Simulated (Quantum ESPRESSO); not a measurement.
A calculation with Quantum ESPRESSO 7.5 of Au (ASE script, structure from a P1 CIF):

run.py

```python
import numpy as np
from ase.calculators.espresso import Espresso, EspressoProfile
from ase.io import read

atoms = read('Au.cif')

input_data = {
    'control': {'calculation': 'scf', 'prefix': 'pwscf', 'outdir': './tmp', 'tprnfor': True, 'tstress': True, 'disk_io': 'nowf'},
    'system': {'ecutwfc': 45.0, 'ecutrho': 360.0, 'nbnd': 11, 'occupations': 'smearing', 'smearing': 'fd', 'degauss': 0.00367493},
    'electrons': {'conv_thr': 2e-10, 'electron_maxstep': 120, 'mixing_beta': 0.5},
}
pseudopotentials = {'Au': 'au_pbesol_v1.uspp.F.UPF'}
profile = EspressoProfile(command='mpirun -n 2 pw.x -nk 2', pseudo_dir='pseudo')
dft = Espresso(profile=profile, input_data=input_data, pseudopotentials=pseudopotentials, kpts=(11, 11, 11), koffset=(0, 0, 0))
atoms.calc = dft

print(f'energy {atoms.get_potential_energy():.8f} eV')
print('forces (eV/A)')
print(np.round(atoms.get_forces(), 6))
print('stress (eV/A^3, Voigt)')
print(np.round(atoms.get_stress(), 8))
print(f'Fermi level {dft.get_fermi_level():.4f} eV')
```

File Au.cif:

```cif
data_Au
_cell_length_a 2.87047411
_cell_length_b 2.87047411
_cell_length_c 2.87047411
_cell_angle_alpha 109.47122063
_cell_angle_beta 109.47122063
_cell_angle_gamma 109.47122063
_space_group_name_H-M_alt 'P1'
_space_group_name_Hall 'P 1'
_space_group_IT_number 1
loop_
_space_group_symop_operation_xyz
'x,y,z'
loop_
_atom_site_label
_atom_site_type_symbol
_atom_site_symmetry_multiplicity
_atom_site_Wyckoff_symbol
_atom_site_fract_x
_atom_site_fract_y
_atom_site_fract_z
_atom_site_occupancy
Au1 Au 1 a 0.0000000000 0.0000000000 0.0000000000 1
```

Potentials or basis: GBRV 1.5 PBEsol.

Launch:

```bash
$ OMP_NUM_THREADS=1 python run.py
```

This isn't the form of Au at room conditions, which is fcc.

Problem. Write the same calculation in another form: native input, structure typed inline.

Solution. As run:

File pw.in:

```
&CONTROL
  calculation = 'scf'
  prefix = 'pwscf'
  outdir = './tmp'
  pseudo_dir = './pseudo'
  tprnfor = .true.
  tstress = .true.
  disk_io = 'low'
/
&SYSTEM
  ibrav = 0
  nat = 1
  ntyp = 1
  ecutwfc = 45
  ecutrho = 360
  nbnd = 11
  occupations = 'smearing'
  smearing = 'fd'
  degauss = 0.00367493
/
&ELECTRONS
  conv_thr = 2d-10
  electron_maxstep = 120
  mixing_beta = 0.5
/
ATOMIC_SPECIES
Au   196.9666 au_pbesol_v1.uspp.F.UPF
CELL_PARAMETERS angstrom
  -1.6572690000    1.6572690000    1.6572690000
   1.6572690000   -1.6572690000    1.6572690000
   1.6572690000    1.6572690000   -1.6572690000
ATOMIC_POSITIONS crystal
Au     0.0000000000    0.0000000000    0.0000000000
K_POINTS automatic
11 11 11 0 0 0
```

The input pp_density.in:

```
&INPUTPP
  prefix = 'pwscf'
  outdir = './tmp'
  filplot = 'density.dat'
  plot_num = 0
/
&PLOT
  nfile = 1
  filepp(1) = 'density.dat'
  iflag = 3
  output_format = 6
  fileout = 'density.cube'
/
```

File pp_potential.in:

```
&INPUTPP
  prefix = 'pwscf'
  outdir = './tmp'
  filplot = 'potential.dat'
  plot_num = 11
/
&PLOT
  nfile = 1
  filepp(1) = 'potential.dat'
  iflag = 3
  output_format = 6
  fileout = 'potential.cube'
/
```

Potentials or basis: GBRV 1.5 PBEsol.

Command:

```sh
$ OMP_NUM_THREADS=1 mpirun -n 2 pw.x -nk 2 -in pw.in > pw.out
$ OMP_NUM_THREADS=1 mpirun -n 1 pp.x -in pp_density.in > pp_density.out
$ OMP_NUM_THREADS=1 mpirun -n 1 pp.x -in pp_potential.in > pp_potential.out
```

Both were run:

|  | ASE script, structure from a P1 CIF | native input, structure typed inline |
| --- | --- | --- |
| Pressure | -9.3 GPa | -9.3 GPa |
| Band gap on the k mesh | none (metal or under the smearing width) | none (metal or under the smearing width) |

Keys that steer only the numerical path or the files written may differ.
